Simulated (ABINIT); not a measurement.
Band structure of ZnTe (F-43m, 2 atoms in the cell).

```
ZnTe
1.0
    0.00000     3.03575     3.03575
    3.03575     0.00000     3.03575
    3.03575     3.03575     0.00000
Zn Te
1 1
Direct
  0.50000   0.50000   0.50000
  0.25000   0.25000   0.25000
```

Method of the run: PBE, PAW (JTH v2.0 PBE PAW) (plane waves; ABINIT).

Settings: pseudos = [Zn.GGA_PBE-JTH.xml, Te.GGA_PBE-JTH.xml]; ecut = 30 Ha; pawecutdg = 60 Ha; pawxcdev = 0; ixc = 11; occopt = 1; ngkpt = 6 6 6; nshiftk = 1; shiftk = 0 0 0; potentials = JTH v2.0 PBE PAW; kptopt = 1; nstep = 80; tolvrs1 = 1e-11.

The starting cell comes from a database of computed structures (which also holds hypothetical and non-ambient phases and stackings), without a prior relaxation at this level. Its lattice was rescaled by a random factor within 2.5 % of one. Spin-orbit coupling is off.

**Question.** Predict the gap along the standard path and the places of the band edges.

**Answer.** The gap along the path is 1.35 eV, direct at Γ to within 0.01 eV.

Levels in eV from the top of the valence band on the SCF mesh, bands 6 to 13:
```json
[
 {"point": "Γ", "6": "-6.70", "7": "0.00", "8": "0.00", "9": "0.00", "10": "1.35", "11": "4.43", "12": "4.43", "13": "4.43"},
 {"point": "X", "6": "-6.48", "7": "-5.07", "8": "-2.22", "9": "-2.22", "10": "2.24", "11": "2.36", "12": "10.06", "13": "10.06"},
 {"point": "W", "6": "-6.39", "7": "-4.94", "8": "-2.88", "9": "-2.67", "10": "4.60", "11": "4.88", "12": "5.92", "13": "6.26"},
 {"point": "K", "6": "-6.43", "7": "-4.96", "8": "-3.14", "9": "-1.84", "10": "2.65", "11": "4.79", "12": "7.90", "13": "8.07"},
 {"point": "L", "6": "-6.54", "7": "-5.25", "8": "-0.91", "9": "-0.91", "10": "1.81", "11": "5.09", "12": "5.09", "13": "7.71"},
 {"point": "U", "6": "-6.43", "7": "-4.96", "8": "-3.14", "9": "-1.84", "10": "2.65", "11": "4.79", "12": "7.90", "13": "8.07"}
]
```
